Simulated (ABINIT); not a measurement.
# Zr (P6_3/mmc) in ABINIT: notebook, part 2 of 3

ABINIT 10.8.3 (patched build). The steps go on from the part before.

## (3) Band structure, LDA-PZ

Input file run.abi:

```
# Datasets: ground state, then fixed potential
ndtset 2

# Pseudopotentials
pp_dirpath "./"
pseudos "Zr.LDA_PW-JTH.xml"

# Structure
acell 3*1.0 Angstrom
rprim
     3.2320000000     0.0000000000     0.0000000000
    -1.6160000000     2.7989941050     0.0000000000
     0.0000000000     0.0000000000     5.1470000000
ntypat 1
znucl 40
natom 2
typat 1 1
xred
     0.6666666667     0.3333333333     0.7500000000
     0.3333333333     0.6666666667     0.2500000000

# Plane-wave basis
ecut 17.0
pawecutdg 34.0

# Exchange and correlation
ixc 2

# Bands and occupations
occopt 3
tsmear 0.05 eV

# SCF cycle
nstep 100

# Output
iomode 3
prtwf 0
prteig 0
prtebands 0
enunit 1
prtden1 1
prtvha1 1
prtvclmb1 1
prtpot1 1

# Dataset 1
kptopt1 1
ngkpt1 9 9 5
nshiftk1 1
shiftk1 0.0 0.0 0.0
nband1 16
tolvrs1 1.0e-9

# Dataset 2: bands along G-M-K-G-A-L-H-A
iscf2 -2
getden2 1
nband2 20
nbdbuf2 2
tolwfr2 1.0e-12
kptopt2 -7
ndivsm2 8
prteig2 1
prtvol2 -3
kptbounds2
     0.0000000000     0.0000000000     0.0000000000
     0.5000000000     0.0000000000     0.0000000000
     0.3333333333     0.3333333333     0.0000000000
     0.0000000000     0.0000000000     0.0000000000
     0.0000000000     0.0000000000     0.5000000000
     0.5000000000     0.0000000000     0.5000000000
     0.3333333333     0.3333333333     0.5000000000
     0.0000000000     0.0000000000     0.5000000000
```

Potentials or basis: JTH PAW LDA v2.0.

Started as:

```sh
> abinit run.abi > log 2>&1
```

run.abo:

```text
.Version 10.8.3 of ABINIT
 DATASET    1 : space group P6_3/m m c (#194); Bravais hP (primitive hexag.)
================================================================================
 Values of the parameters that define the memory need for DATASET  1.
     intxc =       0    ionmov =       0      iscf =      17    lmnmax =      18
     lnmax =       6     mgfft =      40  mpssoang =       3    mqgrid =    3001
     natom =       2  nloc_mem =       2    nspden =       1   nspinor =       1
    nsppol =       1      nsym =      24    n1xccc =       1    ntypat =       1
    occopt =       3   xclevel =       1
       mpw =        1062          nfft =       23040          nkpt =          36
 PAW method is used; the additional fine FFT grid is defined by:
   mgfftf=        54    nfftf =     69984
================================================================================
================================================================================

 DATASET    2 : space group P6_3/m m c (#194); Bravais hP (primitive hexag.)
================================================================================
 Values of the parameters that define the memory need for DATASET  2.
     intxc =       0    ionmov =       0      iscf =      -2    lmnmax =      18
     lnmax =       6     mgfft =      40  mpssoang =       3    mqgrid =    3001
     natom =       2  nloc_mem =       2    nspden =       1   nspinor =       1
[... 1076 lines left out ...]
 -37.78678  -37.63659  -16.34405  -15.56151  -15.51609  -15.42003  -15.36707  -15.35896
   5.53193    8.12082   11.18694   11.58690   12.00242   12.17252   12.35596   12.67748
  12.74745   12.77064   15.49300   16.14249
 kpt#   5, nband= 20, wtk=  1.00000, kpt=  0.1333  0.0000  0.0000 (reduced coord)
[... 325 lines left out ...]
   7.21538    7.21538   10.68431   10.68431   11.58421   11.58421   11.85495   11.85495
  14.76234   14.76234   14.89269   14.89269
 kpt#  87, nband= 20, wtk=  1.00000, kpt=  0.0392  0.0392  0.5000 (reduced coord)
 -37.71662  -37.71662  -15.88704  -15.88704  -15.44448  -15.44448  -15.42979  -15.42979
   7.07927    7.07927   10.82010   10.82010   11.62611   11.62611   11.73875   11.73875
  14.79804   14.79804   14.85240   14.85240
 kpt#  88, nband= 20, wtk=  1.00000, kpt=  0.0196  0.0196  0.5000 (reduced coord)
 -37.71946  -37.71946  -15.88340  -15.88340  -15.42807  -15.42807  -15.42423  -15.42423
   6.99388    6.99388   10.91859   10.91859   11.64156   11.64156   11.66780   11.66780
  14.82028   14.82028   14.83312   14.83312
 kpt#  89, nband= 20, wtk=  1.00000, kpt=  0.0000  0.0000  0.5000 (reduced coord)
 -37.72042  -37.72042  -15.88229  -15.88229  -15.42236  -15.42236  -15.42236  -15.42236
   6.96480    6.96480   10.95529   10.95529   11.64401   11.64401   11.64401   11.64401
  14.82775   14.82775   14.82775   14.82775

== END DATASET(S) ==============================================================
================================================================================

 -outvars: echo values of variables after computation  --------
            acell      1.8897261259E+00  1.8897261259E+00  1.8897261259E+00 Bohr
           etotal1    -9.5357347178E+01
            fcart1     7.7151960220E-29  6.9997250717E-29 -0.0000000000E+00
                      -7.7151960220E-29 -6.9997250717E-29 -0.0000000000E+00
            rprim      3.2320000000E+00  0.0000000000E+00  0.0000000000E+00
                      -1.6160000000E+00  2.7989941050E+00  0.0000000000E+00
                       0.0000000000E+00  0.0000000000E+00  5.1470000000E+00
           strten1     2.1740528244E-04  2.1740528261E-04  1.8849995876E-04
                       0.0000000000E+00  0.0000000000E+00  0.0000000000E+00
           xangst      1.6160000000E+00  9.3299803500E-01  3.8602500000E+00
                       5.1375683450E-17  1.8659960700E+00  1.2867500000E+00
             xred      6.6666666667E-01  3.3333333333E-01  7.5000000000E-01
                       3.3333333333E-01  6.6666666667E-01  2.5000000000E-01
 Calculation completed.
```

It took 43 s on 1 thread of Arm Neoverse V1, shared host; peak memory 0.11 GiB.

Results:

```yaml
Free_energy: -2594.8056 eV
Pressure: -6.1 GPa
Band_gap_on_the_k_mesh: none (metal or under the smearing width)
Valence_electrons_inside_the_program's_atomic_spheres: Zr 9.01 (radii [1.1749] Å)
```

Levels at the corners of the path, in eV from the Fermi level:
| point | band 9 | band 10 | band 11 | band 12 | band 13 | band 14 | band 15 | band 16 |
| --- | --- | --- | --- | --- | --- | --- | --- | --- |
| Γ | -5.67 | -3.05 | 0.82 | 0.82 | 0.98 | 1.23 | 1.52 | 1.52 |
| M | -2.58 | -2.53 | -2.15 | -0.18 | 0.49 | 0.76 | 1.44 | 4.87 |
| K | -2.11 | -1.35 | -1.35 | -1.12 | 0.24 | 0.24 | 1.77 | 4.30 |
| Γ | -5.67 | -3.05 | 0.82 | 0.82 | 0.98 | 1.23 | 1.52 | 1.52 |
| A | -3.95 | -3.95 | 0.04 | 0.04 | 0.73 | 0.73 | 0.73 | 0.73 |
| L | -2.88 | -2.88 | -1.07 | -1.07 | 1.66 | 1.66 | 2.17 | 2.17 |
| H | -1.48 | -1.48 | -1.27 | -1.27 | -0.02 | -0.02 | 2.00 | 2.00 |
| A | -3.95 | -3.95 | 0.04 | 0.04 | 0.73 | 0.73 | 0.73 | 0.73 |

## (4) Equation of state, PBEsol

Input file run.abi:

```
ndtset 7
getwfk -1
scalecart1 3*0.9795861087
scalecart2 3*0.9864848297
scalecart3 3*0.9932883884
scalecart4 3*1.0000000000
scalecart5 3*1.0066227096
scalecart6 3*1.0131594038
scalecart7 3*1.0196128224

pp_dirpath "./"
pseudos "Zr.GGA_PBE-JTH.xml"

acell 3*1.0
rprim
     6.1075948348     0.0000000000     0.0000000000
    -3.0537974174     5.2893322829     0.0000000000
     0.0000000000     0.0000000000     9.7264203634
ntypat 1
znucl 40
natom 2
typat 1 1
xred
     0.6666666667     0.3333333333     0.7500000000
     0.3333333333     0.6666666667     0.2500000000

ecut 17.0
pawecutdg 34.0

kptopt 1
ngkpt 9 9 5
nshiftk 1
shiftk 0.0 0.0 0.0

ixc -116133

nband 16
occopt 3
tsmear 0.05 eV

nstep 100
tolvrs 1.0e-9

iomode 3
prtwf 1
prtden 0
prteig 0
prtebands 0
enunit 1
```

Potentials or basis: JTH PAW PBE v2.0.

Started as:

```sh
> abinit run.abi > log 2>&1
```

run.abo:

```text
.Version 10.8.3 of ABINIT
 DATASET    1 : space group P6_3/m m c (#194); Bravais hP (primitive hexag.)
================================================================================
 Values of the parameters that define the memory need for DATASET  1.
     intxc =       0    ionmov =       0      iscf =      17    lmnmax =      18
     lnmax =       6     mgfft =      36  mpssoang =       3    mqgrid =    3001
     natom =       2  nloc_mem =       2    nspden =       1   nspinor =       1
    nsppol =       1      nsym =      24    n1xccc =       1    ntypat =       1
    occopt =       3   xclevel =       2
       mpw =        1014          nfft =       20736          nkpt =          36
 PAW method is used; the additional fine FFT grid is defined by:
   mgfftf=        54    nfftf =     55296
================================================================================
================================================================================
[... 71 lines left out ...]
 DATASET    7 : space group P6_3/m m c (#194); Bravais hP (primitive hexag.)
================================================================================
 Values of the parameters that define the memory need for DATASET  7.
     intxc =       0    ionmov =       0      iscf =      17    lmnmax =      18
     lnmax =       6     mgfft =      40  mpssoang =       3    mqgrid =    3001
     natom =       2  nloc_mem =       2    nspden =       1   nspinor =       1
    nsppol =       1      nsym =      24    n1xccc =       1    ntypat =       1
    occopt =       3   xclevel =       2
       mpw =        1124          nfft =       23040          nkpt =          36
 PAW method is used; the additional fine FFT grid is defined by:
   mgfftf=        54    nfftf =     69984
================================================================================
================================================================================

--------------------------------------------------------------------------------
------------- Echo of variables that govern the present computation ------------
--------------------------------------------------------------------------------
 -outvars: echo values of preprocessed input variables --------
            acell      1.0000000000E+00  1.0000000000E+00  1.0000000000E+00 Bohr
              amu      9.12240000E+01
             ecut      1.70000000E+01 Hartree
           enunit           1
           getwfk          -1
              ixc     -116133
           jdtset        1    2    3    4    5    6    7
         kptrlatt        9    0    0      0    9    0      0    0    5
          kptrlen1     4.76393314E+01
          kptrlen2     4.79748307E+01
          kptrlen3     4.83057020E+01
          kptrlen4     4.86321018E+01
          kptrlen5     4.89541781E+01
          kptrlen6     4.92720713E+01
          kptrlen7     4.95859146E+01
            natom           2
            nband          16
           ndtset           7
            ngfft1         24      24      36
            ngfft2         24      24      36
            ngfft3         24      24      36
            ngfft4         24      24      40
            ngfft5         24      24      40
            ngfft6         24      24      40
            ngfft7         24      24      40
          ngfftdg1         32      32      54
          ngfftdg2         32      32      54
          ngfftdg3         32      32      54
          ngfftdg4         36      36      54
          ngfftdg5         36      36      54
          ngfftdg6         36      36      54
          ngfftdg7         36      36      54
[... 39 lines left out ...]
                      -1.9828770575E-16  1.8407768141E+00  1.2693593537E+00
           xangst3     1.6051540346E+00  9.2673611394E-01  3.8343414987E+00
                       5.4185352911E-17  1.8534722279E+00  1.2781138329E+00
           xangst4     1.6159999989E+00  9.3299803437E-01  3.8602499974E+00
                       2.3078772439E-16  1.8659960687E+00  1.2867499991E+00
           xangst5     1.6267022976E+00  9.3917700941E-01  3.8858153121E+00
                      -1.0806469477E-16  1.8783540188E+00  1.2952717707E+00
           xangst6     1.6372655954E+00  9.4527573225E-01  3.9110485858E+00
                       7.0971857538E-17  1.8905514645E+00  1.3036828619E+00
           xangst7     1.6476943199E+00  9.5129675912E-01  3.9359603950E+00
                      -3.5168757843E-17  1.9025935182E+00  1.3119867983E+00
            xcart1     2.9914575289E+00  1.7271188095E+00  7.1458997065E+00
                       3.9220378719E-17  3.4542376191E+00  2.3819665688E+00
            xcart2     3.0125248252E+00  1.7392820188E+00  7.1962246018E+00
                      -3.7470945800E-16  3.4785640375E+00  2.3987415339E+00
            xcart3     3.0333015152E+00  1.7512774463E+00  7.2458553057E+00
                       1.0239547704E-16  3.5025548927E+00  2.4152851019E+00
            xcart4     3.0537974174E+00  1.7631107610E+00  7.2948152726E+00
                       4.3612559232E-16  3.5262215219E+00  2.4316050909E+00
            xcart5     3.0740218309E+00  1.7747873315E+00  7.3431267157E+00
                      -2.0421267699E-16  3.5495746631E+00  2.4477089052E+00
            xcart6     3.0939835707E+00  1.7863122474E+00  7.3908106924E+00
                       1.3411737339E-16  3.5726244948E+00  2.4636035641E+00
            xcart7     3.1136910038E+00  1.7976903392E+00  7.4378871889E+00
                      -6.6459320512E-17  3.5953806784E+00  2.4792957296E+00
             xred      6.6666666667E-01  3.3333333333E-01  7.5000000000E-01
                       3.3333333333E-01  6.6666666667E-01  2.5000000000E-01
            znucl       40.00000

================================================================================

 chkinp: Checking input parameters for consistency, jdtset=   1.

 chkinp: Checking input parameters for consistency, jdtset=   2.
[... 36 lines left out ...]
 getcut: wavevector=  0.0000  0.0000  0.0000  ngfft=  32  32  54
         ecut(hartree)=     34.000   => boxcut(ratio)=   2.03766

--- Pseudopotential description ------------------------------------------------
- pspini: atom type   1  psp file is ./Zr.GGA_PBE-JTH.xml
 Pseudopotential format is: paw10
 basis_size (lnmax)=  6 (lmn_size= 18), orbitals=   0   0   1   1   2   2
 Spheres core radius: rc_sph= 2.22030268
 Shapefunction is BESSEL type: shapef(r,l)=aa(1,l)*jl(q(1,l)*r)+aa(2,l)*jl(q(2,l)*r)
 Radius for shape functions =  2.22030268
 Compensation charge density is not taken into account in XC energy/potential

   7.48771845E+02                                ecore*ucvol(ha*bohr**3)
--------------------------------------------------------------------------------

[... 1189 lines left out ...]
-Cartesian components of stress tensor (GPa)         [Pressure= -7.9990E+00 GPa]
- sigma(1 1)=  8.11488098E+00  sigma(3 2)=  0.00000000E+00
- sigma(2 2)=  8.11488099E+00  sigma(3 1)=  0.00000000E+00
- sigma(3 3)=  7.76725410E+00  sigma(2 1)=  0.00000000E+00

== END DATASET(S) ==============================================================
================================================================================

 -outvars: echo values of variables after computation  --------
            acell      1.0000000000E+00  1.0000000000E+00  1.0000000000E+00 Bohr
           etotal1    -9.5006067079E+01
           etotal2    -9.5006434513E+01
           etotal3    -9.5006349663E+01
           etotal4    -9.5005849574E+01
           etotal5    -9.5004970663E+01
           etotal6    -9.5003743190E+01
           etotal7    -9.5002197136E+01
            fcart1    -4.5005573323E-29  5.1967959747E-29 -0.0000000000E+00
                       4.5005573323E-29 -5.1967959747E-29 -0.0000000000E+00
            fcart2     3.3518129053E-29  1.2256077193E-28 -0.0000000000E+00
                      -3.3518129053E-29 -1.2256077193E-28 -0.0000000000E+00
            fcart3    -2.2192363747E-29 -8.9689370282E-29 -0.0000000000E+00
                       2.2192363747E-29  8.9689370282E-29 -0.0000000000E+00
            fcart4     1.1021708610E-29  5.7270477898E-29 -0.0000000000E+00
                      -1.1021708610E-29 -5.7270477898E-29 -0.0000000000E+00
            fcart5     1.0949195270E-29  6.3215208364E-30 -0.0000000000E+00
                      -1.0949195270E-29 -6.3215208364E-30 -0.0000000000E+00
[... 38 lines left out ...]
                       0.0000000000E+00  0.0000000000E+00  0.0000000000E+00
           xangst1     1.5830111506E+00  9.1395191391E-01  3.7814472735E+00
                       2.0754530607E-17  1.8279038278E+00  1.2604824245E+00
           xangst2     1.5941594837E+00  9.2038840704E-01  3.8080780612E+00
                      -1.9828770575E-16  1.8407768141E+00  1.2693593537E+00
           xangst3     1.6051540346E+00  9.2673611394E-01  3.8343414987E+00
                       5.4185352911E-17  1.8534722279E+00  1.2781138329E+00
           xangst4     1.6159999989E+00  9.3299803437E-01  3.8602499974E+00
                       2.3078772439E-16  1.8659960687E+00  1.2867499991E+00
           xangst5     1.6267022976E+00  9.3917700941E-01  3.8858153121E+00
                      -1.0806469477E-16  1.8783540188E+00  1.2952717707E+00
           xangst6     1.6372655954E+00  9.4527573225E-01  3.9110485858E+00
                       7.0971857538E-17  1.8905514645E+00  1.3036828619E+00
           xangst7     1.6476943199E+00  9.5129675912E-01  3.9359603950E+00
                      -3.5168757843E-17  1.9025935182E+00  1.3119867983E+00
             xred      6.6666666667E-01  3.3333333333E-01  7.5000000000E-01
                       3.3333333333E-01  6.6666666667E-01  2.5000000000E-01
 Calculation completed.
```

Wall time 2.1 min (1 thread of Arm Neoverse V1, shared host); peak memory 0.15 GiB.

Results:

```
Equilibrium volume                        : 22.49 Å³/atom
Bulk modulus at fixed shape and positions : 100 GPa
Pressure derivative of the bulk modulus   : 3.2
```

Energy against volume, from the lowest point:
| volume (Å³/atom) | energy (meV/atom) |
| --- | --- |
| 21.884 | 5.00 |
| 22.350 | 0.00 |
| 22.815 | 1.15 |
| 23.281 | 7.96 |
| 23.746 | 19.92 |
| 24.212 | 36.62 |
| 24.678 | 57.65 |

Caveat: pressures at fixed basis lie under the slope of the energies; the cell was scaled at fixed shape and fractional positions, which overstates the stiffness of a crystal with free parameters, most of all of layers and chains; the PAW data sets were made with another functional, which shifts forces and pressure a little.

(Continued in part 3 of 3.)
